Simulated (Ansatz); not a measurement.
# CdS: energy and pressure over a range of volumes

The task here is to estimate one member of a computed series from the others.

Method: DFT PBE, scalar-relativistic, in Ansatz 0.2.0.

### The starting structure

The structure is cubic, space group F-43m (No. 216). The conventional cell has a = 5.886 Å, b = 5.886 Å, c = 5.886 Å, α = 90.00°, β = 90.00°, γ = 90.00°. Around Cd (site symmetry -43m) lie 4 S at 2.55 Å. S (site symmetry -43m) has 4 Cd at 2.55 Å as nearest neighbours.

Coordinates:

```
Cd S
1.0
     0.00000    2.94295    2.94295
     2.94295    0.00000    2.94295
     2.94295    2.94295    0.00000
Cd S
1 1
Direct
  0.00000 0.00000 0.00000
  0.75000 0.75000 0.75000
```

Atoms are numbered in the order of the input: Cd1, S2.

The first run:

input.yaml reads:

```yaml
crystal:
  lattice:
    - [0.0, 2.9031789477, 2.9031789477]
    - [2.9031789477, 0.0, 2.9031789477]
    - [2.9031789477, 2.9031789477, 0.0]
  atoms:
    - { symbol: Cd, position: [0.0, 0.0, 0.0] }
    - { symbol: S, position: [0.75, 0.75, 0.75] }
kpoints:
  mp_grid: { grid: [7, 7, 7] }
  band_path:
    path:
      - [0.0, 0.0, 0.0]
      - [-0.5, -0.5, 0.0]
      - [-0.375, -0.375, 0.25]
      - [-0.375, 0.0, 0.375]
      - [0.0, 0.0, 0.0]
      - [0.0, 0.0, 0.5]
      - [-0.5, -0.25, 0.25]
      - [-0.5, -0.5, 0.0]
    npoints: 5
scf:
  occupations: { method: fermi_dirac, width: 0.02 }
hamiltonian:
  xc: pbe
  pseudopotentials: { kind: all_electron, lapw: { basis_error: 0.0005 } }
output:
  forces: true
  stress: true
  eigenvalues: true
```

Started as:

```console
> ansatz run input.yaml --threads 1 --pin off --max-ram 3072MiB --backend cpu --events-out ev --progress --plain --runs-dir out
```

Among the steps run: Volume × 0.96, LAPW; Volume × 0.99, LAPW; Volume × 0.99, PAW; Volume × 0.99, crystal datasets; Volume × 1.02, LAPW; Volume × 1.02, crystal datasets; Volume × 1.06, LAPW; Volume × 1.06, PAW; Volume × 1.06, crystal datasets.

One of the session's tables, all rows but one given; the rest of the session is left out.

```
          method  volume (Å³/atom)  gap on the k mesh (eV)
            LAPW            24.469                       ?
            LAPW            25.234                    1.11
            LAPW            25.999                    1.04
            LAPW            27.018                    0.96
             PAW            25.234                    1.11
             PAW            27.018                    0.96
crystal datasets            25.234                    1.11
crystal datasets            25.999                    1.04
crystal datasets            27.018                    0.96
```

Q: Estimate the row for LAPW, 24.469 from the others.

The run gave: gap on the k mesh (eV): 1.17. In the column «gap on the k mesh (eV)» it is the highest.

To keep in mind: Warnings in the runs' records: gradients without spin orbit, crystal datasets made.
